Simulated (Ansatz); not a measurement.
`O=C(F)c1ccccc1` + H₂ → `O=Cc1ccccc1` + H–F  (hydrogenolysis of a C–F bond)

Gas-phase electronic energies from Ansatz, PBE0-D4/def2-TZVP geometries. CCSD(T)/CBS adds triple-zeta CCSD(T) − MP2 to the extrapolated MP2 energy (def2 sets, frozen cores). This one scheme is used for every species. Functionals use def2-TZVPP. Each species was taken in one conformer, which may not be the lowest.

(1) Is it downhill or uphill in electronic energy at CCSD(T)/CBS, and by how much? (An estimate is asked.)

(2) What do these levels give: r2SCAN-D4, ωB97M-V, PBE-QIDH, r2SCAN0, CCSD(T)/def2-SVP, SCS-MP2/def2-QZVPP? (An estimate is asked.)

Largest T1 diagnostic among the species: 0.013.

Answers

(1) The calculation gave: Downhill: ΔE = -24.6 kJ/mol.

(2) Computed: r2SCAN-D4 -0.4, ωB97M-V -8.7, PBE-QIDH -17.8, r2SCAN0 -8.7, CCSD(T)/def2-SVP -2.4, SCS-MP2/def2-QZVPP -25.2 kJ/mol.

From PBE to PBE0 (25 % exact exchange), in def2-TZVPP and without D4, ΔE moves by −6.8 kJ/mol. At CCSD(T), def2-SVP lies +22.2 kJ/mol from the extrapolated value and def2-TZVPP +5.0 kJ/mol.
